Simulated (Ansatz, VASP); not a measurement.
## Ni (Ni wire along [110], 14 atoms a period): VASP beside Ansatz

Aim: how closely do two programs agree when they are given the same cell, functional and k mesh? The structure shown is the start of the Ansatz relaxation below; VASP solves that cell, so the two are compared at the walk's first step.

Program: Ansatz 0.2.0. Level of theory: plane waves, with VASP 6.6.1 beside it; single point at PBE. Results are calculated unless marked as measured.

### 1. The structure

The cell holds 14 atoms: 14 Ni. Its edges and angles: a = 13.840 Å, b = 14.267 Å, c = 2.489 Å, α = 90.0°, β = 90.0°, γ = 90.0°. Vacuum lies along a and b. The structure's axis is c.

### 2. Ansatz: relaxation, PBE

Ansatz runs on its default PAW (the set named soft_2) files.

The two programs are compared at the cell with which this relaxation starts, whose forces are those of its first step.

Contents of input.yaml:

```yaml
crystal:
  lattice:
    - [13.84, 0.0, 0.0]
    - [0.0, 14.267, 0.0]
    - [0.0, 0.0, 2.4890158698]
  atoms:
    - { symbol: Ni, position: [0.37283237, 0.674461322, 0.0], spin: 0.8 }
    - { symbol: Ni, position: [0.37283237, 0.500001669, 0.0], spin: 0.8 }
    - { symbol: Ni, position: [0.62716763, 0.674461322, 0.0], spin: 0.8 }
    - { symbol: Ni, position: [0.62716763, 0.500001669, 0.0], spin: 0.8 }
    - { symbol: Ni, position: [0.24566474, 0.412771842, 0.5], spin: 0.8 }
    - { symbol: Ni, position: [0.24566474, 0.587231495, 0.5], spin: 0.8 }
    - { symbol: Ni, position: [0.5, 0.238312189, 0.5], spin: 0.8 }
    - { symbol: Ni, position: [0.5, 0.412771842, 0.5], spin: 0.8 }
    - { symbol: Ni, position: [0.5, 0.587231495, 0.5], spin: 0.8 }
    - { symbol: Ni, position: [0.5, 0.761691148, 0.5], spin: 0.8 }
    - { symbol: Ni, position: [0.75433526, 0.412771842, 0.5], spin: 0.8 }
    - { symbol: Ni, position: [0.75433526, 0.587231495, 0.5], spin: 0.8 }
    - { symbol: Ni, position: [0.37283237, 0.325542015, 0.0], spin: 0.8 }
    - { symbol: Ni, position: [0.62716763, 0.325542015, 0.0], spin: 0.8 }
magnetization:
  spin_polarized: true
kpoints:
  mp_grid: { grid: [1, 1, 33] }
scf:
  occupations: { method: fermi_dirac, width: 0.05 }
hamiltonian:
  xc: pbe
relax:
  cell: { fix: [a, b, alpha, beta, gamma] }
  max_steps: 60
```

Run with:

```sh
$ ansatz run input.yaml --threads 4 --pin off --max-ram 16384MiB --backend cpu --events-out ev --progress --plain --runs-dir out
```

Numbers of over 12 decimals in the logs are rounded to 6 here.

Log:

```text
Engine: ansatz 0.2.0, aarch64-unknown-linux-gnu
Pseudopotentials: kind: paw
Pseudopotential: Ni, paw, valence charge 18, recommended cutoff 420 eV (normal), Ni.paw.azcp
Functional definition: PBE
  parameter kappa = 0.804
  parameter beta = 0.066725
  exchange = pbe_x(kappa = kappa, mu = beta*pi^2/3)
  correlation = pbe_c(beta = beta)
Crystal: 14 atoms, lattice volume = 491.469 Å³
Basis set: ecut = 420 eV, 9593 PW (Γ), exchange–correlation on 192×192×36 points (8 copies of the dense FFT grid, shifted against one another)
Bands: 158, of which v1, the nominal top of the filled ones, is band 126 counted from 1 (125 counted from 0)
Symmetry: 8 space group operations
Space group: Pmmm (ITA 47), of the structure as read, at distance tolerance 7.9e-5 Å
Magnetic group: BNS 47.249 (UNI 347), of the structure as read, at distance tolerance 7.9e-5 Å
k-points: 17 of 33
Non-local potential: Ni, projectors of the file, l = 0: 3, l = 1: 2, l = 2: 3, l = 3: 1
PAW form: soft (Blöchl's): semilocal exchange-correlation on the pseudo side does not see the compensation charge
PAW one-centre angular grid: Ni, 590 points (default); XC on 64 Gauss nodes
Initial density: superposition of atomic densities (neutral atoms: chi_scale 0, normalization atom)
Starting moments: Σ|m| = 11.2 μB on 14 of 14 sites
Initial wavefunctions: pseudopotential atomic-orbital guess
Functional: x = pbe(κ = 0.804, μ = 0.219515), c = pbe(β = 0.066725)
SCF iter   1: F=—  HF=-81731.851644 eV  |F-HF|=—  |Δ(HF+E_count)|=         —  Δρ=1.99e-2 (↑1.97e-2 ↓1.99e-2)  dr2=1.90e1  dr2_m=8.32e-1  M=11.550 μB ∫|m|=12.139 μB  β_m=0.30  ethr=3.10e-3  ⟨swp⟩=8.5  Hψ=24636  notcnv=0  defer=208
Mixer restart at iter 1: flushing history
preconditioner: auto → LDOS  [metal: Δε(μ)=0.004 eV  Ē_g=6.455 eV  σ=0.050 eV  W_gap=0.02  n_scr=96 (ndim 8)  ℏωp=19.8 eV  f_vac=0.577  D(μ)=34.52/eV (n_scr^D=392)]
spin=Collinear: LDOS preconditioning applied to the charge; magnetization (m = ρ↑ − ρ↓) channel mixes plain (no charge-response kernel on spin).
SCF iter   2: F=—  HF=-81734.989099 eV  |F-HF|=—  |Δ(HF+E_count)|=    3.14e0  Δρ=2.07e-2 (↑2.07e-2 ↓9.84e-3)  dr2=4.54e0  dr2_m=4.03e-1  M=11.324 μB ∫|m|=12.137 μB  β_m=0.37  ethr=3.10e-3  ⟨swp⟩=2.1  Hψ=8932  notcnv=0  defer=536
SCF iter   3: F=—  HF=-81741.716418 eV  |F-HF|=—  |Δ(HF+E_count)|=    6.73e0  Δρ=7.07e-3 (↑6.46e-3 ↓7.07e-3)  dr2=4.72e-1  dr2_m=1.37e-1  M=11.228 μB ∫|m|=12.267 μB  β_m=0.42  ethr=1.80e-3  ⟨swp⟩=2.9  Hψ=8830  notcnv=0  defer=536
SCF iter   4: F=—  HF=-81744.780033 eV  |F-HF|=—  |Δ(HF+E_count)|=    3.06e0  Δρ=5.62e-3 (↑5.62e-3 ↓4.50e-3)  dr2=3.47e-1  dr2_m=1.74e-2  M=10.914 μB ∫|m|=12.151 μB  β_m=0.71  ethr=1.87e-4  ⟨swp⟩=3.0  Hψ=8586  notcnv=0  defer=541
SCF iter   5: F=—  HF=-81746.204333 eV  |F-HF|=—  |Δ(HF+E_count)|=    1.42e0  Δρ=4.14e-3 (↑3.02e-3 ↓4.14e-3)  dr2=1.31e-1  dr2_m=2.17e-2  M=10.447 μB ∫|m|=11.909 μB  β_m=0.72  ethr=1.38e-4  ⟨swp⟩=3.3  Hψ=10636  notcnv=0  defer=553
SCF iter   6: F=—  HF=-81746.212905 eV  |F-HF|=—  |Δ(HF+E_count)|=         —  Δρ=5.43e-3 (↑1.12e-3 ↓5.43e-3)  dr2=8.80e-2  dr2_m=4.42e-2  M=10.135 μB ∫|m|=11.564 μB  β_m=0.72  ethr=5.20e-5  ⟨swp⟩=2.0  Hψ=8535  notcnv=0  defer=588
SCF iter   7: F=—  HF=-81746.203742 eV  |F-HF|=—  |Δ(HF+E_count)|=   9.16e-3  Δρ=2.21e-3 (↑8.31e-4 ↓2.21e-3)  dr2=2.46e-2  dr2_m=5.05e-3  M=10.149 μB ∫|m|=11.551 μB  β_m=0.83  ethr=3.49e-5  ⟨swp⟩=2.0  Hψ=7030  notcnv=0  defer=588
SCF iter   8: F=—  HF=-81746.214978 eV  |F-HF|=—  |Δ(HF+E_count)|=   1.12e-2  Δρ=1.29e-3 (↑7.97e-4 ↓1.29e-3)  dr2=1.49e-2  dr2_m=3.87e-4  M=10.113 μB ∫|m|=11.511 μB  β_m=0.67  ethr=9.77e-6  ⟨swp⟩=2.0  Hψ=9529  notcnv=0  defer=588
SCF iter   9: F=—  HF=-81746.212136 eV  |F-HF|=—  |Δ(HF+E_count)|=   2.84e-3  Δρ=2.29e-4 (↑1.45e-4 ↓2.29e-4)  dr2=3.80e-4  dr2_m=2.61e-5  M=10.108 μB ∫|m|=11.509 μB  β_m=0.68  ethr=5.92e-6  ⟨swp⟩=2.0  Hψ=8228  notcnv=0  defer=588
[...]
SCF 5 converged in 11 iterations: F = -81746.555573 eV  dr2 = 2.05e-8
relax step   5: F+E_penalty+E_count = -81746.55557254 eV  Δ(F+E_penalty+E_count) = -6.402e-4 eV  max|allowed force component| = 9.578e-4 eV/Å  Δτ_max = 0.0040 Å  P = -0.017 GPa  Ω = 478.777 Å³  energy of the carried Pulay correction = +1.526e-3 eV  fix = [a, b, alpha, beta, gamma]  reactions: a -0.022, b -0.030 GPa  (11 SCF iters, dr2 threshold 7.59e-8 eV, accepted)
Initial wavefunctions: pseudopotential atomic-orbital guess (no wavefunctions were taken with the density)
[...]
eigensolver tolerance schedule: the retry pair's looser diagonalisation over-reported the residual by 191.77 of it (diagonalisation noise at 0.18 of the residual, at the tolerance the schedule requests for it); recorded, not acted on — ethr = c·dr2/N_el stays at c = 1.0e-1
preconditioner: auto → LDOS  [metal: Δε(μ)=0.005 eV  Ē_g=6.507 eV  σ=0.050 eV  W_gap=0.02  n_scr=36 (ndim 8)  ℏωp=20.1 eV  f_vac=0.607  D(μ)=28.37/eV (n_scr^D=302)]
spin=Collinear: LDOS preconditioning applied to the charge; magnetization (m = ρ↑ − ρ↓) channel mixes plain (no charge-response kernel on spin).
SCF iter   2: F=—  HF=-81746.553405 eV  |F-HF|=—  |Δ(HF+E_count)|=   4.23e-4  Δρ=1.55e-5 (↑1.55e-5 ↓1.55e-5)  dr2=1.15e-5  dr2_m=3.68e-8  M=9.803 μB ∫|m|=11.148 μB  β_m=0.55  ethr=1.25e-8  ⟨swp⟩=2.8  Hψ=10757  notcnv=0
SCF iter   3: F=—  HF=-81746.553406 eV  |F-HF|=—  |Δ(HF+E_count)|=   1.12e-6  Δρ=1.97e-5 (↑1.97e-5 ↓1.04e-5)  dr2=2.25e-6  dr2_m=3.13e-7  M=9.802 μB ∫|m|=11.147 μB  β_m=0.52  ethr=4.56e-9  ⟨swp⟩=2.0  Hψ=7309  notcnv=0
SCF iter   4: F=—  HF=-81746.553407 eV  |F-HF|=—  |Δ(HF+E_count)|=   6.02e-7  Δρ=1.30e-5 (↑6.06e-6 ↓1.30e-5)  dr2=1.29e-6  dr2_m=2.43e-7  M=9.802 μB ∫|m|=11.146 μB  β_m=0.52  ethr=8.94e-10  ⟨swp⟩=2.1  Hψ=8310  notcnv=0
SCF iter   5: F=—  HF=-81746.553408 eV  |F-HF|=—  |Δ(HF+E_count)|=   7.42e-7  Δρ=6.80e-6 (↑6.80e-6 ↓1.55e-6)  dr2=2.48e-7  dr2_m=4.46e-8  M=9.801 μB ∫|m|=11.146 μB  β_m=0.52  ethr=5.11e-10  ⟨swp⟩=2.2  Hψ=8471  notcnv=0
SCF iter   6: F=—  HF=-81746.553408 eV  |F-HF|=—  |Δ(HF+E_count)|=   6.21e-8  Δρ=2.53e-6 (↑8.28e-7 ↓2.53e-6)  dr2=1.75e-8  dr2_m=9.13e-9  M=9.801 μB ∫|m|=11.146 μB  β_m=0.57  ethr=9.82e-11  ⟨swp⟩=2.0  Hψ=7542  notcnv=0
SCF iter   7: F=—  HF=-81746.553408 eV  |F-HF|=—  |Δ(HF+E_count)|=   1.31e-9  Δρ=6.68e-7 (↑6.68e-7 ↓5.96e-7)  dr2=4.33e-9  dr2_m=6.74e-10  M=9.801 μB ∫|m|=11.145 μB  β_m=0.56  ethr=6.95e-12  ⟨swp⟩=2.1  Hψ=8206  notcnv=0
SCF iter   8: F=—  HF=-81746.553408 eV  |F-HF|=—  |Δ(HF+E_count)|=  4.80e-10  Δρ=3.41e-7 (↑2.93e-7 ↓3.41e-7)  dr2=7.89e-10  dr2_m=2.07e-10  M=9.801 μB ∫|m|=11.145 μB  β_m=0.57  ethr=1.72e-12  ⟨swp⟩=2.5  Hψ=8399  notcnv=0
SCF iter   9: F=—  HF=-81746.553408 eV  |F-HF|=—  |Δ(HF+E_count)|=  2.33e-10  Δρ=1.44e-7 (↑1.44e-7 ↓1.14e-7)  dr2=6.08e-11  dr2_m=6.15e-11  M=9.801 μB ∫|m|=11.145 μB  β_m=0.79  ethr=1.00e-12  ⟨swp⟩=1.9  Hψ=7131  notcnv=0
SCF iter  10: F=—  HF=-81746.553408 eV  |F-HF|=—  |Δ(HF+E_count)|=  2.91e-11  Δρ=7.28e-8 (↑7.28e-8 ↓7.14e-8)  dr2=4.45e-11  dr2_m=1.34e-11  M=9.801 μB ∫|m|=11.145 μB  β_m=0.81  ethr=1.00e-12  ⟨swp⟩=1.0  Hψ=5373  notcnv=0
SCF iter  11: F=-81746.553408 eV  HF=-81746.553408 eV  |F-HF|=4.37e-10  |Δ(HF+E_count)|=  3.06e-10  Δρ=1.19e-7 (↑3.46e-8 ↓1.19e-7)  dr2=9.12e-11  dr2_m=9.19e-12  M=9.801 μB ∫|m|=11.145 μB  ethr=1.00e-12  ⟨swp⟩=3.1  Hψ=17771  notcnv=0
SCF 6 converged in 11 iterations: F = -81746.553408 eV  dr2 = 9.12e-11
relax step   6: F+E_penalty+E_count = -81746.55340789 eV  Δ(F+E_penalty+E_count) = +2.165e-3 eV  max|allowed force component| = 8.530e-4 eV/Å  Δτ_max = 0.0000 Å  P = -0.009 GPa  Ω = 478.777 Å³  fix = [a, b, alpha, beta, gamma]  reactions: a -0.017, b -0.025 GPa  stress off target by 1.69e-2 GPa on what of the cell is left free  SCF on the basis re-selected at this cell (its energy is not comparable with the rows above)  (11 SCF iters)
basis re-selected at this cell: Δ(F+E_penalty+E_count) = +2.165e-3 eV, ΔP = +0.008 GPa vs the last step (what re-selecting the basis moved, of the pressure what is left beyond the Pulay correction that the steps carried, after the strain that the cell walked since its last selection, with what the two solves' SCF thresholds leave and, on support functions, any second-order correction that the steps lacked; it is no m [...]
SCF converged after 11 iterations
Magnetization: 9.8010 μB (130.9005 up, 121.0995 down)
Absolute magnetization: 11.1557 μB (∫|ρ↑−ρ↓|, with the PAW one-centre terms)
Spin contamination: 0.1445 ħ² per cell (⟨S²⟩ above its minimum at these occupations)
Per-site moments (μB) at R_I (Å): [(0.729744, 0.998839), (0.735389, 0.995426), (0.729744, 0.998839), (0.735389, 0.995426), (0.752381, 0.995426), (0.752381, 0.995426), (0.735866, 0.983177), (0.730642, 0.983177), (0.730642, 0.983177), (0.735866, 0.983177), (0.752381, 0.995426), (0.752381, 0.995426), (0.729744, 0.998839), (0.729744, 0.998839)]
Free energy (F): -81746.553408 eV
Harris-Foulkes:  -81746.553408 eV  (|F-HF|=4.37e-10)
Internal energy: -81746.322827 eV  (E = F + TS)
E sigma→0 (E₀):  -81746.438118 eV
Entropy (-TS):   -0.230581 eV (-16.470 meV/atom)
Fermi energy:    2.651627 eV
--- Per-component energies (eV) ---
  E_band       = -7840.705418
  E_kinetic    = 3947.597157
  E_local      = -255467.341622  (includes V_loc(G=0)·N_el)
  E_nonlocal   = 8933.899472
  E_hartree    = 121830.310651
  E_xc         = -1172.758340
  E_vxc        = -1510.747213  (∫ρ·V_xc dr)
  E_paw        = -22844.519378  (= ΣΔE_a)
  E_vpaw       = -7404.741441  (= ΣTr[D̂ρ^β])
  E_aug_tail   = 0.007625  (compensation charges beyond the density's cutoff)
  E_ewald      = 63026.481607
  E_smearing   = -0.230581  (= −TS)
  E_closure    = -0.000000  (closes the sum)
  Σ components = -81746.553408   (vs F -81746.553408, Δ=0.00e0)
--- Forces (eV/Å), atoms counted from 1 ---
  atom   1  Ni    -0.00023603    -0.00010300     0.00000000
  atom   2  Ni     0.00050348     0.00000000    -0.00000000
  atom   3  Ni     0.00023603    -0.00010300     0.00000000
  atom   4  Ni    -0.00050348     0.00000000     0.00000000
  atom   5  Ni     0.00008204     0.00083618    -0.00000000
  atom   6  Ni     0.00008204    -0.00083618     0.00000000
  atom   7  Ni     0.00000000     0.00072999    -0.00000000
  atom   8  Ni     0.00000000    -0.00085303     0.00000000
  atom   9  Ni     0.00000000     0.00085303    -0.00000000
  atom  10  Ni     0.00000000    -0.00072999     0.00000000
  atom  11  Ni    -0.00008204     0.00083618    -0.00000000
  atom  12  Ni    -0.00008204    -0.00083618    -0.00000000
  atom  13  Ni    -0.00023603     0.00010300    -0.00000000
  atom  14  Ni     0.00023603     0.00010300    -0.00000000
  max |Σ_I F_I| component: 5.42e-20 eV/Å
--- Stress (GPa, compression-positive) ---
       -0.017075       0.000000      -0.000000
        0.000000      -0.025473      -0.000000
       -0.000000      -0.000000       0.016878
  P = ⅓ Tr σ = -0.0086 GPa (-0.086 kbar)
--- Relaxed structure (5 steps of the walk, 5 accepted, 1 SCFs on fresh bases) ---
  F+E_penalty+E_count = -81746.55340789 eV   max|allowed force component| = 8.530e-4 eV/Å   (the final SCF, on the basis selected at the relaxed cell)
  cell:  # Å, volume = 478.7772 Å³
    - [13.84, 0, 0]
    - [0, 14.267, 0]
    - [0, 0, 2.424738]
  atoms:
    - { symbol: Ni, position: [0.371697, 0.674032, 0] }
    - { symbol: Ni, position: [0.372514, 0.5, 0] }
    - { symbol: Ni, position: [0.628303, 0.674032, 0] }
    - { symbol: Ni, position: [0.627486, 0.5, 0] }
    - { symbol: Ni, position: [0.250513, 0.414085, 0.5] }
    - { symbol: Ni, position: [0.250513, 0.585915, 0.5] }
    - { symbol: Ni, position: [0.5, 0.246526, 0.5] }
    - { symbol: Ni, position: [0.5, 0.413587, 0.5] }
    - { symbol: Ni, position: [0.5, 0.586413, 0.5] }
    - { symbol: Ni, position: [0.5, 0.753474, 0.5] }
    - { symbol: Ni, position: [0.749487, 0.414085, 0.5] }
    - { symbol: Ni, position: [0.749487, 0.585915, 0.5] }
    - { symbol: Ni, position: [0.371697, 0.325968, 0] }
    - { symbol: Ni, position: [0.628303, 0.325968, 0] }
```

[end of part 1 of 2]

[Lines on the potential files, build, host, timing and source positions are cut from VASP's logs without a mark.]

[Logs are printed without paths, hosts, clocks, repeated set-up lines and the standing remarks that a program may print on its own settings, such as how far it seeks lower states.]

[Hosts, paths, dates, database ids (printed as entryN), source tags and the programs' standing remarks are cut or masked in the printed files.]
